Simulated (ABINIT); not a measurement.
# Pb (Fm-3m) in ABINIT: convergence with k mesh

Aim: find how far k mesh must go before the results for Pb settle, at RPBE. This setting moves, with any that are tied to it; all else stays.

Program: ABINIT 10.8.3 (patched build). These are calculated values, not measurements. Logs are shortened: lines on timing, memory, paths and dates and some standing lists are left out, and cuts for length are marked. The log counts tension as positive stress, the text compression.

## (1) The crystal as given

It takes space group Fm-3m (No. 225, cubic). The conventional cell has a = 4.950 Å, b = 4.950 Å, c = 4.950 Å, α = 90.00°, β = 90.00°, γ = 90.00°. Pb (site symmetry m-3m) has 12 Pb at 3.50 Å as nearest neighbours.

## (2) With k mesh 2 × 2 × 2

run.abi

```
pp_dirpath "./"
pseudos "Pb.upf"

acell 3.5002068511 3.5002068511 3.5002068511 Angstrom
rprim
     0.0000000000     0.7071067812     0.7071067812
     0.7071067812     0.0000000000     0.7071067812
     0.7071067812     0.7071067812     0.0000000000
ntypat 1
znucl 82
natom 1
typat 1
xred
     0.0000000000     0.0000000000     0.0000000000

ecut 44.0

kptopt 1
ngkpt 2 2 2
nshiftk 1
shiftk 0.0 0.0 0.0

ixc 15

nband 15
occopt 4
tsmear 0.00367493

nstep 100
tolvrs 1.0e-10

iomode 3
prtwf 0
prtden 0
prteig 0
prtebands 0
```

Potentials or basis: PseudoDojo NC SR PBE v0.4 stringent.

On the command line:

```bash
$ abinit run.abi > log 2>&1
```

run.abo:

```text
.Version 10.8.3 of ABINIT
 Symmetries : space group Fm -3 m (#225); Bravais cF (face-center cubic)
================================================================================
 Values of the parameters that define the memory need of the present run
     intxc =       0    ionmov =       0      iscf =       7    lmnmax =       7
     lnmax =       7     mgfft =      40  mpssoang =       4    mqgrid =    3001
     natom =       1  nloc_mem =       1    nspden =       1   nspinor =       1
    nsppol =       1      nsym =      48    n1xccc =    2501    ntypat =       1
    occopt =       4   xclevel =       2
       mpw =        1442          nfft =       64000          nkpt =           3
================================================================================
================================================================================

--------------------------------------------------------------------------------
------------- Echo of variables that govern the present computation ------------
--------------------------------------------------------------------------------
 -outvars: echo values of preprocessed input variables --------
            acell      6.6144323326E+00  6.6144323326E+00  6.6144323326E+00 Bohr
              amu      2.07200000E+02
             ecut      4.40000000E+01 Hartree
              ixc          15
         kptrlatt        2    0    0      0    2    0      0    0    2
          kptrlen      1.32288647E+01
            natom           1
            nband          15
            ngfft          40      40      40
             nkpt           3
            nstep         100
             nsym          48
           ntypat           1
           occopt           4
           prtden           0
        prtebands           0
           prteig           0
            prtwf           0
            rprim      0.0000000000E+00  7.0710678120E-01  7.0710678120E-01
                       7.0710678120E-01  0.0000000000E+00  7.0710678120E-01
                       7.0710678120E-01  7.0710678120E-01  0.0000000000E+00
          spgroup         225
           tolvrs      1.00000000E-10
           tsmear      3.67493000E-03 Hartree
            typat      1
            znucl       82.00000

================================================================================

 chkinp: Checking input parameters for consistency.

================================================================================
== DATASET  1 ==================================================================

--- !DatasetInfo
iteration_state: {dtset: 1, }
dimensions: {natom: 1, nkpt: 3, mband: 15, nsppol: 1, nspinor: 1, nspden: 1, mpw: 1442, }
cutoff_energies: {ecut:  44.0, pawecutdg:  -1.0, }
electrons: {nelect:   2.20000000E+01, charge:   0.00000000E+00, occopt:   4.00000000E+00, tsmear:   3.67493000E-03, }
meta: {optdriver: 0, ionmov: 0, optcell: 0, iscf: 7, paral_kgb: 0, }
...

 Exchange-correlation functional for the present dataset will be:
  GGA: RPBE functional - ixc=15
  Hammer, L. B. Hansen, and J. K. Norskov, PRB 59, 7413 (1999)

 Real(R)+Recip(G) space primitive vectors, cartesian coordinates (Bohr,Bohr^-1):
 R(1)=  0.0000000  4.6771100  4.6771100  G(1)= -0.1069036  0.1069036  0.1069036
 R(2)=  4.6771100  0.0000000  4.6771100  G(2)=  0.1069036 -0.1069036  0.1069036
[... 54 lines left out ...]
cartesian_stress_tensor: # hartree/bohr^3
- [  1.66666098E-04,   0.00000000E+00,   0.00000000E+00, ]
- [  0.00000000E+00,   1.66666098E-04,   0.00000000E+00, ]
- [  0.00000000E+00,   0.00000000E+00,   1.66666098E-04, ]
pressure_GPa:  -4.9035E+00
xred      :
- [  0.0000E+00,   0.0000E+00,   0.0000E+00, Pb]
cartesian_forces: # hartree/bohr
- [ -0.00000000E+00,  -0.00000000E+00,  -0.00000000E+00, ]
force_length_stats: {min:   0.00000000E+00, max:   0.00000000E+00, mean:   0.00000000E+00, }
...

 Integrated electronic density in atomic spheres:
 ------------------------------------------------
 Atom  Sphere_radius  Integrated_density
    1        2.00000         18.00578828
================================================================================

 ----iterations are completed or convergence reached----

 Mean square residual over all n,k,spin=   10.771E-11; max=  48.462E-10
 reduced coordinates (array xred) for    1 atoms
       0.000000000000      0.000000000000      0.000000000000
 rms dE/dt=  0.0000E+00; max dE/dt=  0.0000E+00; dE/dt below (all hartree)
    1       0.000000000000      0.000000000000      0.000000000000

 cartesian coordinates (angstrom) at end:
    1      0.00000000000000     0.00000000000000     0.00000000000000

 cartesian forces (hartree/bohr) at end:
    1     -0.00000000000000    -0.00000000000000    -0.00000000000000
 frms,max,avg= 0.0000000E+00 0.0000000E+00   0.000E+00  0.000E+00  0.000E+00 h/b

 cartesian forces (eV/Angstrom) at end:
    1     -0.00000000000000    -0.00000000000000    -0.00000000000000
 frms,max,avg= 0.0000000E+00 0.0000000E+00   0.000E+00  0.000E+00  0.000E+00 e/A
 length scales=  6.614432332605  6.614432332605  6.614432332605 bohr
              =  3.500206851100  3.500206851100  3.500206851100 angstroms
 Fermi (or HOMO) energy (hartree) =   0.44105   Average Vxc (hartree)=  -0.38632
 Eigenvalues (hartree) for nkpt=   3  k points:
 kpt#   1, nband= 15, wtk=  0.12500, kpt=  0.0000  0.0000  0.0000 (reduced coord)
  -4.77925   -2.63593   -2.63593   -2.63593   -0.26439   -0.26439   -0.26439   -0.25945
  -0.25945   -0.06508    0.63985    0.63985    0.63985    0.72537    0.78367
      occupation numbers for kpt#   1
   2.00000    2.00000    2.00000    2.00000    2.00000    2.00000    2.00000    2.00000
   2.00000    2.00000    0.00000    0.00000    0.00000    0.00000    0.00000
 prteigrs : prtvol=0 or 1, do not print more k-points.

--- !EnergyTerms
iteration_state     : {dtset: 1, }
comment             : Components of total free energy in Hartree
kinetic             :  5.88658311957952E+01
hartree             :  5.62694119903456E+01
xc                  : -3.40450482013322E+01
Ewald energy        : -1.18613484858422E+02
psp_core            :  2.92630581826275E+00
local_psp           : -1.89085958362451E+02
non_local_psp       :  1.37947262483743E+01
internal            : -2.09888216169427E+02
'-kT*entropy'       : -5.46320877054350E-04
total_energy        : -2.09888762490304E+02
total_energy_eV     : -5.71136418481463E+03
band_energy         : -2.73294917880393E+01
...

 Cartesian components of stress tensor (hartree/bohr^3)
  sigma(1 1)=  1.66666098E-04  sigma(3 2)=  0.00000000E+00
  sigma(2 2)=  1.66666098E-04  sigma(3 1)=  0.00000000E+00
  sigma(3 3)=  1.66666098E-04  sigma(2 1)=  0.00000000E+00

-Cartesian components of stress tensor (GPa)         [Pressure= -4.9035E+00 GPa]
- sigma(1 1)=  4.90348590E+00  sigma(3 2)=  0.00000000E+00
- sigma(2 2)=  4.90348590E+00  sigma(3 1)=  0.00000000E+00
- sigma(3 3)=  4.90348590E+00  sigma(2 1)=  0.00000000E+00

== END DATASET(S) ==============================================================
================================================================================

 -outvars: echo values of variables after computation  --------
            acell      6.6144323326E+00  6.6144323326E+00  6.6144323326E+00 Bohr
           etotal     -2.0988876249E+02
            fcart     -0.0000000000E+00 -0.0000000000E+00 -0.0000000000E+00
            rprim      0.0000000000E+00  7.0710678120E-01  7.0710678120E-01
                       7.0710678120E-01  0.0000000000E+00  7.0710678120E-01
                       7.0710678120E-01  7.0710678120E-01  0.0000000000E+00
           strten      1.6666609824E-04  1.6666609824E-04  1.6666609824E-04
                       0.0000000000E+00  0.0000000000E+00  0.0000000000E+00
 Calculation completed.
```

It took 2.5 s on 1 thread of Arm Neoverse V2, shared host; peak memory 0.07 GiB.

Results:

```yaml
Free_energy: -5711.3642 eV
Pressure: -4.9 GPa
Band_gap_on_the_k_mesh: none (metal or under the smearing width)
Valence_electrons_inside_the_program's_atomic_spheres: Pb 18.01 (radii [1.0584] Å)
```

## (3) With k mesh 3 × 3 × 3

Changes to run.abi since step 2:

```diff
@@ -18,3 +18,3 @@
 kptopt 1
-ngkpt 2 2 2
+ngkpt 3 3 3
 nshiftk 1
```

Potentials or basis: PseudoDojo NC SR PBE v0.4 stringent.

On the command line:

```bash
$ abinit run.abi > log 2>&1
```

It took 4.3 s on 1 thread of Arm Neoverse V2, shared host; peak memory 0.07 GiB.

The run converged. Its results:

```yaml
Free_energy: -5709.3931 eV
Pressure: 2.8 GPa
Band_gap_on_the_k_mesh: none (metal or under the smearing width)
Valence_electrons_inside_the_program's_atomic_spheres: Pb 18.00 (radii [1.0584] Å)
```

## (4) With k mesh 4 × 4 × 4

Changes to run.abi since step 3:

```diff
@@ -18,3 +18,3 @@
 kptopt 1
-ngkpt 3 3 3
+ngkpt 4 4 4
 nshiftk 1
```

On the command line:

```bash
$ abinit run.abi > log 2>&1
```

It took 7 s on 1 thread of Arm Neoverse V2, shared host; peak memory 0.07 GiB.

The run converged. Its results:

```yaml
Free_energy: -5709.5141 eV
Pressure: 3.4 GPa
Band_gap_on_the_k_mesh: none (metal or under the smearing width)
Valence_electrons_inside_the_program's_atomic_spheres: Pb 18.01 (radii [1.0584] Å)
```

## (5) With k mesh 5 × 5 × 5

Changes to run.abi since step 4:

```diff
@@ -18,3 +18,3 @@
 kptopt 1
-ngkpt 4 4 4
+ngkpt 5 5 5
 nshiftk 1
```

On the command line:

```bash
$ abinit run.abi > log 2>&1
```

It took 9.6 s on 1 thread of Arm Neoverse V2, shared host; peak memory 0.07 GiB.

It converged, with:

| Item | Value |
| --- | --- |
| Free energy | -5709.6440 eV |
| Pressure | 3.5 GPa |
| Band gap on the k mesh | none (metal or under the smearing width) |
| Valence electrons inside the program's atomic spheres | Pb 18.01 (radii [1.0584] Å) |

## (6) With k mesh 7 × 7 × 7

Changes to run.abi since step 5:

```diff
@@ -18,3 +18,3 @@
 kptopt 1
-ngkpt 5 5 5
+ngkpt 7 7 7
 nshiftk 1
```

Potentials or basis: PseudoDojo NC SR PBE v0.4 stringent.

On the command line:

```bash
$ abinit run.abi > log 2>&1
```

Wall time 18 s (1 thread of Arm Neoverse V2, shared host); peak memory 0.08 GiB.

It converged, with:

```yaml
Free_energy: -5709.6891 eV
Pressure: 4.4 GPa
Band_gap_on_the_k_mesh: none (metal or under the smearing width)
Valence_electrons_inside_the_program's_atomic_spheres: Pb 18.02 (radii [1.0584] Å)
```

## (7) With k mesh 8 × 8 × 8

Changes to run.abi since step 6:

```diff
@@ -18,3 +18,3 @@
 kptopt 1
-ngkpt 7 7 7
+ngkpt 8 8 8
 nshiftk 1
```

On the command line:

```bash
$ abinit run.abi > log 2>&1
```

Run time: 26 s. Hardware: 1 thread of Arm Neoverse V2, shared host; peak memory 0.08 GiB.

It converged, with:

* Free energy: -5709.6948 eV
* Pressure: 4.2 GPa
* Band gap on the k mesh: none (metal or under the smearing width)
* Valence electrons inside the program's atomic spheres: Pb 18.02 (radii [1.0584] Å)

## (8) With k mesh 9 × 9 × 9

Changes to run.abi since step 7:

```diff
@@ -18,3 +18,3 @@
 kptopt 1
-ngkpt 8 8 8
+ngkpt 9 9 9
 nshiftk 1
```

On the command line:

```bash
$ abinit run.abi > log 2>&1
```

Run time: 31 s. Hardware: 1 thread of Arm Neoverse V2, shared host; peak memory 0.09 GiB.

The run converged. Its results:

| Quantity | Value |
| --- | --- |
| Free energy | -5709.6976 eV |
| Pressure | 3.8 GPa |
| Band gap on the k mesh | none (metal or under the smearing width) |
| Valence electrons inside the program's atomic spheres | Pb 18.01 (radii [1.0584] Å) |

## (9) With k mesh 11 × 11 × 11

Changes to run.abi since step 8:

```diff
@@ -18,3 +18,3 @@
 kptopt 1
-ngkpt 9 9 9
+ngkpt 11 11 11
 nshiftk 1
```

Potentials or basis: PseudoDojo NC SR PBE v0.4 stringent.

On the command line:

```bash
$ abinit run.abi > log 2>&1
```

It took 50 s on 1 thread of Arm Neoverse V2, shared host; peak memory 0.1 GiB.

Results (log left out):

* Free energy: -5709.6845 eV
* Pressure: 3.8 GPa
* Band gap on the k mesh: none (metal or under the smearing width)
* Valence electrons inside the program's atomic spheres: Pb 18.01 (radii [1.0584] Å)

## (10) With k mesh 14 × 14 × 14

Changes to run.abi since step 9:

```diff
@@ -18,3 +18,3 @@
 kptopt 1
-ngkpt 11 11 11
+ngkpt 14 14 14
 nshiftk 1
```

On the command line:

```bash
$ abinit run.abi > log 2>&1
```

Wall time 92 s (1 thread of Arm Neoverse V2, shared host); peak memory 0.13 GiB.

The run converged. Its results:

```
Free energy                                           : -5709.6841 eV
Pressure                                              : 4.0 GPa
Band gap on the k mesh                                : none (metal or under the smearing width)
Valence electrons inside the program's atomic spheres : Pb 18.02 (radii [1.0584] Å)
```

## (11) Summary

```
      k mesh  energy less the tightest run (meV/atom)  pressure (GPa)  SCF cycles  CPU time (s)  peak memory (GiB)
   2 × 2 × 2                                 -1680.06           -4.90           8           2.5               0.07
   3 × 3 × 3                                   290.99            2.83           9           4.3               0.07
   4 × 4 × 4                                   170.02            3.38           9             7               0.07
   5 × 5 × 5                                    40.11            3.48           9           9.6               0.07
   7 × 7 × 7                                    -4.93            4.40           9            18               0.08
   8 × 8 × 8                                   -10.68            4.19           9            26               0.08
   9 × 9 × 9                                   -13.43            3.82           9            31               0.09
11 × 11 × 11                                    -0.37            3.84           9            50                0.1
14 × 14 × 14                                     0.00            4.00           9            92               0.13
```

Against the tightest run, the energy stays within 1 meV/atom from 11 × 11 × 11 on. Not settled before the last step: the pressure (to 0.1 GPa). Meshes of other sizes hit other points, so gaps and Fermi surfaces needn't settle smoothly. The tightest run that finished is the yardstick and may itself not be fully converged.

Caveats: the potentials were made for another functional, which shifts forces and pressure.
